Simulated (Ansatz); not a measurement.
# Co (P6_3/mmc) in Ansatz: further runs

One crystal, Co, is run at these levels: r2SCAN+D3(BJ); tasks: single point, equation of state.

Everything below comes from runs of Ansatz 0.2.0. Logs are shortened: lines on timing, memory, paths and dates and some standing lists are left out, and cuts for length are marked.

## (1) The structure

Symmetry: P6_3/mmc, No. 194, hexagonal system. The conventional cell has a = 2.471 Å, b = 2.471 Å, c = 8.088 Å, α = 90.00°, β = 90.00°, γ = 120.00°. Around Co (site symmetry -6m2) lie 12 Co at 2.47 Å. Around Co (site symmetry -3m) lie 12 Co at 2.47 Å.

## (2) Single point, r2SCAN+D3(BJ), collinear spin, ferromagnetic start, 10.05 Å³/atom (volume scaled by 0.94)

File input.yaml:

```yaml
crystal:
  lattice:
    - [2.4201280013, 0.0, 0.0]
    - [-1.2100640007, 2.0958923296, 0.0]
    - [0.0, 0.0, 7.9231214745]
  atoms:
    - { symbol: Co, position: [0.6666666667, 0.3333333333, 0.75], spin: 2.0 }
    - { symbol: Co, position: [0.0, 0.0, 0.5], spin: 2.0 }
    - { symbol: Co, position: [0.3333333333, 0.6666666667, 0.25], spin: 2.0 }
    - { symbol: Co, position: [0.0, 0.0, 0.0], spin: 2.0 }
hamiltonian:
  xc: r2scan
  pseudopotentials: { kind: paw }
  dispersion: d3bj
magnetization:
  spin_polarized: true
kpoints:
  mp_grid: { grid: [12, 12, 4] }
scf:
  occupations: { method: fermi_dirac, width: 0.05 }
output:
  forces: true
  stress: true
  eigenvalues: true
```

Potentials or basis: Ansatz PAW.

The run is started by

```bash
ansatz run input.yaml --threads 2 --pin off --max-ram 5120MiB --backend cpu --events-out ev --progress --plain --runs-dir out
```

Standard output:

```text
Warning: the engine holds no damping parameters fitted to this dispersion correction and functional, so the run takes those fitted to r2scan beside the three-body term, which d3bj leaves out (hamiltonian.dispersion, under Limitations)
Warning: RAYON_NUM_THREADS=2 ignored (pool sized by the plan → 2); use --threads N
Engine: ansatz 0.2.0, x86_64-unknown-linux-gnu
Pseudopotentials: kind: paw
Pseudopotential: Co, paw, valence charge 17, recommended cutoff 500 eV (meta_gga), Co.paw.azcp
Functional definition: r2SCAN
  parameter k0 = 0.174
  parameter k1 = 0.065
  parameter a1 = 4.9479
  exchange = r2scan_x(k0 = k0, k1 = k1, a1 = a1)
  correlation = r2scan_c
Crystal: 4 atoms, lattice volume = 40.189 Å³
Basis set: ecut = 500 eV, 1031 PW (Γ), exchange–correlation on 72×72×240 points (64 copies of the dense FFT grid, shifted against one another)
Bands: 46, of which v1, the nominal top of the filled ones, is band 34 counted from 1 (33 counted from 0)
Symmetry: 24 space group operations
Space group: P63/mmc (ITA 194), of the structure as read, at distance tolerance 3.4e-5 Å
Magnetic group: BNS 194.263 (UNI 1493), of the structure as read, at distance tolerance 3.4e-5 Å
k-points: 57 of 576
Non-local potential: Co, projectors of the file, l = 0: 3, l = 1: 2, l = 2: 3, l = 3: 1
PAW form: soft (Blöchl's): semilocal exchange-correlation on the pseudo side does not see the compensation charge
PAW frozen core: Co, regenerated for the run's functional (the file was generated under x = pbe(κ = 0.804, μ = 0.2195149727645171), c = pbe(β = 0.06672455060314922))
PAW one-centre angular grid: Co, 590 points (default); XC on 160 Gauss nodes
Initial density: superposition of atomic densities (chi_scale 0.1, normalization cell)
Starting moments: Σ|m| = 8 μB on 4 of 4 sites
Initial wavefunctions: pseudopotential atomic-orbital guess
Functional: x = r2scan, c = r2scan; τ floored in thin density (d = 2e-4 eV/Å³)
SCF iter   1: F=—  HF=-20524.594090 eV  |F-HF|=—  |Δ(HF+E_count)|=         —  Δρ=1.09e-1 (↑3.07e-2 ↓1.09e-1)  dr2=4.53e0  dr2_τ=3.57e-2  dr2_m=6.13e-1  M=7.456 μB ∫|m|=7.856 μB  β_m=1.00  ethr=3.10e-3  ⟨swp⟩=5.9  Hψ=18013  notcnv=0  defer=10
Mixer restart at iter 1: flushing history
preconditioner: auto → none  [metal: Δε(μ)=0.006 eV  Ē_g=10.394 eV  σ=0.050 eV  W_gap=0.03  n_scr=6 (ndim 8)  ℏωp=35.1 eV  f_vac=0.000  D(μ)=1.96/eV (n_scr^D=6)  sad-step TF]
SCF iter   2: F=—  HF=-20523.743052 eV  |F-HF|=—  |Δ(HF+E_count)|=   8.51e-1  Δρ=2.81e-2 (↑9.97e-3 ↓2.81e-2)  dr2=3.41e-1  dr2_τ=4.16e-2  dr2_m=6.04e-2  M=7.329 μB ∫|m|=8.162 μB  β_m=1.00  ethr=3.10e-3  ⟨swp⟩=2.6  Hψ=8990  notcnv=0  defer=459  κ⁻¹=1.0e0(r=1)
SCF iter   3: F=—  HF=-20525.111199 eV  |F-HF|=—  |Δ(HF+E_count)|=    1.37e0  Δρ=1.03e-2 (↑7.67e-3 ↓1.03e-2)  dr2=3.08e-2  dr2_τ=1.84e-3  dr2_m=1.83e-3  M=7.188 μB ∫|m|=8.244 μB  β_m=1.00  ethr=5.02e-4  ⟨swp⟩=2.2  Hψ=7460  notcnv=0  defer=464  κ⁻¹=2.9e-2(r=2)
SCF iter   4: F=—  HF=-20525.818516 eV  |F-HF|=—  |Δ(HF+E_count)|=         —  Δρ=9.80e-3 (↑6.93e-3 ↓9.80e-3)  dr2=3.46e-2  dr2_τ=7.93e-4  dr2_m=1.34e-3  M=7.108 μB ∫|m|=8.196 μB  β_m=1.00  ethr=4.53e-5  ⟨swp⟩=2.8  Hψ=9601  notcnv=0  defer=440
Mixer restart at iter 4: flushing history
SCF iter   5: F=—  HF=-20526.278089 eV  |F-HF|=—  |Δ(HF+E_count)|=   4.60e-1  Δρ=7.25e-3 (↑5.08e-3 ↓7.25e-3)  dr2=2.28e-2  dr2_τ=7.23e-4  dr2_m=5.86e-4  M=7.071 μB ∫|m|=8.177 μB  β_m=1.00  ethr=4.53e-5  ⟨swp⟩=2.5  Hψ=10015  notcnv=0  defer=437  κ⁻¹=1.0e0(r=1)
SCF iter   6: F=—  HF=-20526.815783 eV  |F-HF|=—  |Δ(HF+E_count)|=   5.38e-1  Δρ=4.04e-3 (↑3.71e-3 ↓4.04e-3)  dr2=1.43e-2  dr2_τ=1.03e-4  dr2_m=2.00e-4  M=7.037 μB ∫|m|=8.144 μB  β_m=1.00  ethr=3.35e-5  ⟨swp⟩=2.4  Hψ=10332  notcnv=0  defer=439  κ⁻¹=2.0e-1(r=2)
SCF iter   7: F=—  HF=-20526.882468 eV  |F-HF|=—  |Δ(HF+E_count)|=   6.67e-2  Δρ=3.34e-3 (↑2.54e-3 ↓3.34e-3)  dr2=8.83e-3  dr2_τ=7.40e-5  dr2_m=1.23e-4  M=7.025 μB ∫|m|=8.124 μB  β_m=1.00  ethr=2.11e-5  ⟨swp⟩=2.0  Hψ=8481  notcnv=0  defer=434  κ⁻¹=3.1e-2(r=3)
SCF iter   8: F=—  HF=-20526.877125 eV  |F-HF|=—  |Δ(HF+E_count)|=   5.34e-3  Δρ=3.05e-3 (↑3.05e-3 ↓1.53e-3)  dr2=1.13e-3  dr2_τ=3.73e-5  dr2_m=1.22e-3  M=6.990 μB ∫|m|=8.053 μB  β_m=1.00  ethr=1.30e-5  ⟨swp⟩=2.0  Hψ=10164  notcnv=0  defer=436  κ⁻¹=9.8e-3(r=4)
[... 1 line left out ...]
SCF iter  10: F=—  HF=-20526.901121 eV  |F-HF|=—  |Δ(HF+E_count)|=   1.90e-3  Δρ=6.89e-4 (↑4.27e-4 ↓6.89e-4)  dr2=6.69e-5  dr2_τ=2.25e-6  dr2_m=1.09e-5  M=7.013 μB ∫|m|=8.082 μB  β_m=1.00  ethr=2.67e-7  ⟨swp⟩=2.1  Hψ=9729  notcnv=0  defer=437  κ⁻¹=2.8e-4(r=6)
SCF iter  11: F=—  HF=-20526.901745 eV  |F-HF|=—  |Δ(HF+E_count)|=   6.24e-4  Δρ=5.83e-4 (↑4.04e-4 ↓5.83e-4)  dr2=3.02e-5  dr2_τ=1.28e-6  dr2_m=4.24e-5  M=7.012 μB ∫|m|=8.081 μB  β_m=1.00  ethr=9.83e-8  ⟨swp⟩=2.0  Hψ=8509  notcnv=0  defer=437  κ⁻¹=1.1e-4(r=7)
SCF iter  12: F=—  HF=-20526.901972 eV  |F-HF|=—  |Δ(HF+E_count)|=   2.27e-4  Δρ=1.74e-4 (↑1.14e-4 ↓1.74e-4)  dr2=1.10e-5  dr2_τ=2.52e-7  dr2_m=1.62e-6  M=7.011 μB ∫|m|=8.075 μB  β_m=1.00  ethr=4.44e-8  ⟨swp⟩=2.4  Hψ=9310  notcnv=0  defer=437  κ⁻¹=7.2e-5(r=8)
SCF iter  13: F=—  HF=-20526.902096 eV  |F-HF|=—  |Δ(HF+E_count)|=   1.24e-4  Δρ=1.42e-4 (↑6.82e-5 ↓1.42e-4)  dr2=2.74e-6  dr2_τ=8.75e-8  dr2_m=3.49e-6  M=7.012 μB ∫|m|=8.073 μB  β_m=1.00  ethr=1.62e-8  ⟨swp⟩=2.0  Hψ=8168  notcnv=0  defer=437  κ⁻¹=3.7e-5(r=8)
SCF iter  14: F=—  HF=-20526.902186 eV  |F-HF|=—  |Δ(HF+E_count)|=   9.03e-5  Δρ=3.38e-5 (↑1.94e-5 ↓3.38e-5)  dr2=3.70e-7  dr2_τ=1.70e-8  dr2_m=5.71e-8  M=7.013 μB ∫|m|=8.074 μB  β_m=1.00  ethr=4.03e-9  ⟨swp⟩=2.0  Hψ=9003  notcnv=0  defer=437  κ⁻¹=3.0e-6(r=8)
SCF iter  15: F=—  HF=-20526.902230 eV  |F-HF|=—  |Δ(HF+E_count)|=   4.39e-5  Δρ=3.00e-5 (↑1.01e-5 ↓3.00e-5)  dr2=2.26e-7  dr2_τ=1.25e-9  dr2_m=8.12e-8  M=7.013 μB ∫|m|=8.075 μB  β_m=1.00  ethr=5.44e-10  ⟨swp⟩=2.9  Hψ=10144  notcnv=0  defer=437  κ⁻¹=2.9e-6(r=8)
SCF iter  16: F=—  HF=-20526.902238 eV  |F-HF|=—  |Δ(HF+E_count)|=   7.57e-6  Δρ=8.84e-6 (↑5.88e-6 ↓8.84e-6)  dr2=2.08e-8  dr2_τ=1.21e-9  dr2_m=4.47e-9  M=7.014 μB ∫|m|=8.076 μB  β_m=1.00  ethr=3.33e-10  ⟨swp⟩=2.6  Hψ=9632  notcnv=0  defer=437  κ⁻¹=2.1e-6(r=8)
SCF iter  17: F=—  HF=-20526.902238 eV  |F-HF|=—  |Δ(HF+E_count)|=   7.06e-8  Δρ=4.89e-6 (↑3.34e-6 ↓4.89e-6)  dr2=7.54e-9  dr2_τ=4.80e-10  dr2_m=1.29e-9  M=7.014 μB ∫|m|=8.076 μB  β_m=1.00  ethr=3.05e-11  ⟨swp⟩=2.0  Hψ=8892  notcnv=0  defer=437  κ⁻¹=1.1e-5(r=8)
SCF iter  18: F=—  HF=-20526.902238 eV  |F-HF|=—  |Δ(HF+E_count)|=   1.53e-7  Δρ=1.96e-6 (↑8.28e-7 ↓1.96e-6)  dr2=1.17e-9  dr2_τ=1.05e-11  dr2_m=2.88e-10  M=7.014 μB ∫|m|=8.076 μB  β_m=1.00  ethr=1.11e-11  ⟨swp⟩=2.0  Hψ=9127  notcnv=0  defer=437  κ⁻¹=6.0e-7(r=8)
SCF iter  19: F=-20526.902238 eV  HF=-20526.902238 eV  |F-HF|=7.55e-9  |Δ(HF+E_count)|=   8.13e-8  Δρ=4.31e-6 (↑2.04e-6 ↓4.31e-6)  dr2=1.01e-8  dr2_τ=1.67e-11  dr2_m=6.27e-10  M=7.014 μB ∫|m|=8.076 μB  ethr=1.73e-12  ⟨swp⟩=6.6  Hψ=20775  notcnv=0
SCF 1 converged in 19 iterations: F = -20526.902238 eV  dr2 = 1.01e-8
this state was not tested for a lower state beside it, because the mixer in use, unlike msr1, does not test its closes by its own steps (another_mixer; see scf.mixing.algorithm and scf.lower_state_search)
SCF converged after 19 iterations
Magnetization: 7.0139 μB (37.5070 up, 30.4930 down)
Absolute magnetization: 8.0831 μB (∫|ρ↑−ρ↓|, with the PAW one-centre terms)
Spin contamination: 0.2219 ħ² per cell (⟨S²⟩ above its minimum at these occupations)
Per-site moments (μB) at R_I (Å): [(1.8856701332759602, 0.9983028005515256), (1.859216528487949, 0.9983028005515256), (1.8856701332759602, 0.9983028005515256), (1.85921652848795, 0.9983028005515256)]
Free energy (F): -20526.902238 eV
Harris-Foulkes:  -20526.902238 eV  (|F-HF|=7.55e-9)
Internal energy: -20526.880014 eV  (E = F + TS)
E sigma→0 (E₀):  -20526.891126 eV
Entropy (-TS):   -0.022224 eV (-5.556 meV/atom)
Fermi energy:    20.642355 eV
--- Per-component energies (eV) ---
  E_band       = -962.313459
  E_kinetic    = 1825.960559
  E_local      = -10894.382896  (includes V_loc(G=0)·N_el)
  E_nonlocal   = 1824.882548
  E_hartree    = 4589.851037
  E_xc         = -634.170118
  E_vxc        = -925.168588  (∫ρ·V_xc dr)
  E_paw        = -6096.717652  (= ΣΔE_a)
  E_vpaw       = -2032.517184  (= ΣTr[D̂ρ^β])
  E_aug_tail   = 0.000129  (compensation charges beyond the density's cutoff)
  E_vtau       = 59.222373  (kinetic-family band-sum trace: ∫τ·v_τ [+ j·A + Jᵃ·Aᵃ] dr)
  E_ewald      = -11140.277617
  E_disp       = -0.845180  (pairwise vdW)
  E_core_change = -1.180825  (= ΣΔE_core)
  E_smearing   = -0.022224  (= −TS)
  E_closure    = 0.000000  (closes the sum)
  Σ components = -20526.902238   (vs F -20526.902238, Δ=0.00e0)
--- Forces (eV/Å), atoms counted from 1 ---
  atom   1  Co     0.00000000    -0.00000000     0.00000000
  atom   2  Co     0.00000000    -0.00000000     0.00000000
  atom   3  Co    -0.00000000     0.00000000     0.00000000
  atom   4  Co     0.00000000     0.00000000    -0.00000000
  max |Σ_I F_I| component: 1.36e-28 eV/Å
--- Stress (GPa, compression-positive) ---
       13.513707       0.000000       0.000000
        0.000000      13.513707       0.000000
        0.000000       0.000000      11.718126
  P = ⅓ Tr σ = 12.9152 GPa (129.152 kbar)
--- Band table (eV; the first three rows and the last of 114) ---
  k-point 0 ↑: bands = ["-79.8862", "-79.8712", "-79.7987", "-79.7836", "-41.8816", "-41.7345", "-41.5929", "-41.4841", "-41.4841", "-41.4675", "-41.4675", "-41.4423", "-41.4349", "-41.4349", "-41.4182", "-41.4182", "10.5759", "12.9330", "12.9720", "14.3495", "16.6985", "16.7426", "16.8859", "16.8859", "16.9669", "16.9669", "17.0091", "17.2343", "17.2343", "17.3443", "17.3443", "17.9078", "17.9078", "18.2805", "18.2805", "18.6874", "18.6874", "19.1265", "19.1265", "20.0048", "27.2082", "36.2758", "36.2905", "43.5069", "44.0897", "45.1549"]
[... 3 lines left out ...]
```

Run time: 21 s. Hardware: 2 threads of AMD EPYC 7B13 (Zen 3), shared host; peak memory 0.68 GiB.

What came out:

```yaml
Free_energy: -20526.9022 eV
Pressure: 12.9 GPa
Band_gap_on_the_k_mesh: none (metal or under the smearing width)
Net_moment: 7.01 μB per cell
Absolute_moment: 8.08 μB per cell
Site_moments: Co +1.89, +1.86 μB
```

Caveat: the magnetic or orbital state may not be the lowest; pairwise dispersion overbinds metals, which lowers pressure and volume; the PAW data sets come from PBE, with cores solved anew for the run's functional, which leaves a small shift of forces and pressure; the dispersion damping was fitted for another functional or another form of the correction.

## (3) Single point, r2SCAN+D3(BJ), collinear spin, ferromagnetic start, 10.26 Å³/atom (volume scaled by 0.96)

Changes to input.yaml since step 2:

```diff
@@ -2,5 +2,5 @@
   lattice:
-    - [2.4201280013, 0.0, 0.0]
-    - [-1.2100640007, 2.0958923296, 0.0]
-    - [0.0, 0.0, 7.9231214745]
+    - [2.4371717178, 0.0, 0.0]
+    - [-1.2185858589, 2.110652621, 0.0]
+    - [0.0, 0.0, 7.978919943]
   atoms:
```

Potentials or basis: Ansatz PAW.

The run is started by

```bash
ansatz run input.yaml --threads 2 --pin off --max-ram 5120MiB --backend cpu --events-out ev --progress --plain --runs-dir out
```

It took 21 s on 2 threads of AMD EPYC 7B13 (Zen 3), shared host; peak memory 0.69 GiB.

Results (log left out):

| Property | Result |
| --- | --- |
| Free energy | -20526.9547 eV |
| Pressure | 6.8 GPa |
| Band gap on the k mesh | none (metal or under the smearing width) |
| Net moment | 7.04 μB per cell |
| Absolute moment | 8.14 μB per cell |
| Site moments | Co +1.90, +1.87 μB |

Caveat: the magnetic or orbital state may not be the lowest; pairwise dispersion overbinds metals, which lowers pressure and volume; the PAW data sets come from PBE, with cores solved anew for the run's functional, which leaves a small shift of forces and pressure; the dispersion damping was fitted for another functional or another form of the correction.

## (4) Single point, r2SCAN+D3(BJ), collinear spin, ferromagnetic start, 10.47 Å³/atom (volume scaled by 0.98)

Changes to input.yaml since step 3:

```diff
@@ -2,5 +2,5 @@
   lattice:
-    - [2.4371717178, 0.0, 0.0]
-    - [-1.2185858589, 2.110652621, 0.0]
-    - [0.0, 0.0, 7.978919943]
+    - [2.4539803297, 0.0, 0.0]
+    - [-1.2269901649, 2.125209306, 0.0]
+    - [0.0, 0.0, 8.033948716]
   atoms:
@@ -24 +24,5 @@
   eigenvalues: true
+  write_density: true
+  write_potential: true
+  elf: true
+  volumetric_format: npy
```

The run is started by

```bash
ansatz run input.yaml --threads 2 --pin off --max-ram 5120MiB --backend cpu --events-out ev --progress --plain --runs-dir out
```

Run time: 28 s. Hardware: 2 threads of AMD EPYC 7B13 (Zen 3), shared host; peak memory 0.7 GiB.

It converged, with:

| Property | Result |
| --- | --- |
| Free energy | -20526.9765 eV |
| Pressure | 1.4 GPa |
| Band gap on the k mesh | none (metal or under the smearing width) |
| Net moment | 7.06 μB per cell |
| Absolute moment | 8.20 μB per cell |
| Site moments | Co +1.90, +1.88 μB |

Caveat: the magnetic or orbital state may not be the lowest; pairwise dispersion overbinds metals, which lowers pressure and volume; the PAW data sets come from PBE, with cores solved anew for the run's functional, which leaves a small shift of forces and pressure; the dispersion damping was fitted for another functional or another form of the correction.

## (5) Single point, r2SCAN+D3(BJ), collinear spin, ferromagnetic start, 10.69 Å³/atom

Changes to input.yaml since step 4:

```diff
@@ -2,5 +2,5 @@
   lattice:
-    - [2.4539803297, 0.0, 0.0]
-    - [-1.2269901649, 2.125209306, 0.0]
-    - [0.0, 0.0, 8.033948716]
+    - [2.4705617809, 0.0, 0.0]
+    - [-1.2352808905, 2.1395692639, 0.0]
+    - [0.0, 0.0, 8.0882338]
   atoms:
@@ -24,5 +24 @@
   eigenvalues: true
-  write_density: true
-  write_potential: true
-  elf: true
-  volumetric_format: npy
```

The run is started by

```bash
ansatz run input.yaml --threads 2 --pin off --max-ram 5120MiB --backend cpu --events-out ev --progress --plain --runs-dir out
```

Wall time 27 s (2 threads of AMD EPYC 7B13 (Zen 3), shared host); peak memory 0.71 GiB.

Results (log left out):

| Item | Value |
| --- | --- |
| Free energy | -20526.9711 eV |
| Pressure | -3.4 GPa |
| Band gap on the k mesh | none (metal or under the smearing width) |
| Net moment | 7.07 μB per cell |
| Absolute moment | 8.25 μB per cell |
| Site moments | Co +1.91, +1.88 μB |

Caveat: the magnetic or orbital state may not be the lowest; pairwise dispersion overbinds metals, which lowers pressure and volume; the PAW data sets come from PBE, with cores solved anew for the run's functional, which leaves a small shift of forces and pressure; the dispersion damping was fitted for another functional or another form of the correction.

## (6) Single point, r2SCAN+D3(BJ), collinear spin, ferromagnetic start, 10.90 Å³/atom (volume scaled by 1.02)

Changes to input.yaml since step 5:

```diff
@@ -2,5 +2,5 @@
   lattice:
-    - [2.4705617809, 0.0, 0.0]
-    - [-1.2352808905, 2.1395692639, 0.0]
-    - [0.0, 0.0, 8.0882338]
+    - [2.486923594, 0.0, 0.0]
+    - [-1.2434617971, 2.1537390097, 0.0]
+    - [0.0, 0.0, 8.1417998233]
   atoms:
```

Potentials or basis: Ansatz PAW.

The run is started by

```bash
ansatz run input.yaml --threads 2 --pin off --max-ram 5120MiB --backend cpu --events-out ev --progress --plain --runs-dir out
```

It took 26 s on 2 threads of AMD EPYC 7B13 (Zen 3), shared host; peak memory 0.72 GiB.

Results (log left out):

```yaml
Free_energy: -20526.9416 eV
Pressure: -7.6 GPa
Band_gap_on_the_k_mesh: none (metal or under the smearing width)
Net_moment: 7.09 μB per cell
Absolute_moment: 8.30 μB per cell
Site_moments: Co +1.92, +1.89 μB
```

Caveat: the magnetic or orbital state may not be the lowest; pairwise dispersion overbinds metals, which lowers pressure and volume; the PAW data sets come from PBE, with cores solved anew for the run's functional, which leaves a small shift of forces and pressure; the dispersion damping was fitted for another functional or another form of the correction.

## (7) Single point, r2SCAN+D3(BJ), collinear spin, ferromagnetic start, 11.12 Å³/atom (volume scaled by 1.04)

Changes to input.yaml since step 6:

```diff
@@ -2,5 +2,5 @@
   lattice:
-    - [2.486923594, 0.0, 0.0]
-    - [-1.2434617971, 2.1537390097, 0.0]
-    - [0.0, 0.0, 8.1417998233]
+    - [2.503072901, 0.0, 0.0]
+    - [-1.2515364506, 2.1677247198, 0.0]
+    - [0.0, 0.0, 8.1946701348]
   atoms:
@@ -24 +24,5 @@
   eigenvalues: true
+  write_density: true
+  write_potential: true
+  elf: true
+  volumetric_format: npy
```

The run is started by

```bash
ansatz run input.yaml --threads 2 --pin off --max-ram 5120MiB --backend cpu --events-out ev --progress --plain --runs-dir out
```

Wall time 30 s (2 threads of AMD EPYC 7B13 (Zen 3), shared host); peak memory 0.72 GiB.

Results (log left out):

```yaml
Free_energy: -20526.8907 eV
Pressure: -11.4 GPa
Band_gap_on_the_k_mesh: none (metal or under the smearing width)
Net_moment: 7.10 μB per cell
Absolute_moment: 8.34 μB per cell
Site_moments: Co +1.93, +1.89 μB
```

Caveat: the magnetic or orbital state may not be the lowest; pairwise dispersion overbinds metals, which lowers pressure and volume; the PAW data sets come from PBE, with cores solved anew for the run's functional, which leaves a small shift of forces and pressure; the dispersion damping was fitted for another functional or another form of the correction.

## (8) Single point, r2SCAN+D3(BJ), collinear spin, ferromagnetic start, 11.33 Å³/atom (volume scaled by 1.06)

Changes to input.yaml since step 7:

```diff
@@ -2,5 +2,5 @@
   lattice:
-    - [2.503072901, 0.0, 0.0]
-    - [-1.2515364506, 2.1677247198, 0.0]
-    - [0.0, 0.0, 8.1946701348]
+    - [2.5190164704, 0.0, 0.0]
+    - [-1.2595082352, 2.1815322559, 0.0]
+    - [0.0, 0.0, 8.2468668932]
   atoms:
@@ -24,5 +24 @@
   eigenvalues: true
-  write_density: true
-  write_potential: true
-  elf: true
-  volumetric_format: npy
```

The run is started by

```bash
ansatz run input.yaml --threads 2 --pin off --max-ram 5120MiB --backend cpu --events-out ev --progress --plain --runs-dir out
```

Run time: 27 s. Hardware: 2 threads of AMD EPYC 7B13 (Zen 3), shared host; peak memory 0.72 GiB.

The run converged. Its results:

```yaml
Free_energy: -20526.8211 eV
Pressure: -14.6 GPa
Band_gap_on_the_k_mesh: none (metal or under the smearing width)
Net_moment: 7.13 μB per cell
Absolute_moment: 8.39 μB per cell
Site_moments: Co +1.94, +1.90 μB
```

Caveat: the magnetic or orbital state may not be the lowest; pairwise dispersion overbinds metals, which lowers pressure and volume; the PAW data sets come from PBE, with cores solved anew for the run's functional, which leaves a small shift of forces and pressure; the dispersion damping was fitted for another functional or another form of the correction.

## (9) Equation of state, r2SCAN+D3(BJ), collinear spin, ferromagnetic start

Potentials or basis: Ansatz PAW.

No new run: the results of the series are fitted here.

Results:

| Item | Value |
| --- | --- |
| Equilibrium volume | 10.54 Å³/atom |
| Bulk modulus at fixed shape and positions | 242 GPa |
| Pressure derivative of the bulk modulus | 5.0 |

Energy against volume, from the lowest point:
```tsv
volume (Å³/atom)	energy (meV/atom)
10.047	18.56
10.261	5.46
10.475	0.00
10.688	1.34
10.902	8.72
11.116	21.46
11.330	38.85
```

Caveat: the magnetic or orbital state may not be the lowest; the cell was scaled at fixed shape and fractional positions, which overstates the stiffness of a crystal with free parameters, most of all of layers and chains; the PAW data sets were made with another functional, which shifts forces and pressure a little.
